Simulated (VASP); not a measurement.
Here is a VASP 6.6.1 calculation.

File INCAR:

```
SYSTEM = CoO
ALGO = Normal
EDIFF = 1E-6
ENCUT = 520
GGA = PE
ISIF = 2
ISMEAR = 0
ISPIN = 2
LASPH = .True.
LCHARG = .False.
LDAU = .True.
LDAUJ = 0 0
LDAUL = 2 -1
LDAUPRINT = 1
LDAUTYPE = 2
LDAUU = 5.3 0
LMAXMIX = 4
LORBIT = 11
LREAL = .False.
LWAVE = .False.
MAGMOM = 2.9 -2.9 0 0
NBANDS = 27
NELM = 150
PREC = Accurate
SIGMA = 0.02
```

KPOINTS

```
k-points
0
Gamma
  10 10 6
  0 0 0
```

Contents of POSCAR:

```
CoO
1.0
    0.0000000000      2.1290380231     -2.1290380231
    0.0000000000      2.1290380231      2.1290380231
    4.5405720677      0.0000000000      0.0000000000
Co O
2 2
Direct
    0.0000000000      0.0000000000      0.0000000000
    0.5000000000      0.5000000000      0.5000000000
    0.0000000000      1.0000000000      0.5000000000
    0.5000000000      1.5000000000      1.0000000000
```

Potentials or basis: VASP PAW PBE potentials, release 64 (Co, O).

The run is started by

```sh
$ cat potpaw_PBE.64/Co/POTCAR potpaw_PBE.64/O/POTCAR > POTCAR
$ mpirun -np 1 vasp_std > vasp.out
```

Question: Predict the band gap on the k mesh.

Answer: 1.53 eV.

Question: Predict the site moments.

Answer: Co +2.81, -2.81; O -0.08, +0.08 μB.

Question: Estimate the net moment.

Answer: 0.00 μB per cell.

Question: Estimate the pressure.

Answer: -5.3 GPa.

Stress tensor (GPa, compression positive):
```
-4.32  0.00  0.00
 0.00 -5.84  0.00
 0.00  0.00 -5.84
```

A k mesh can miss the band edges. The state reached can hang on the start; a lower one may exist.
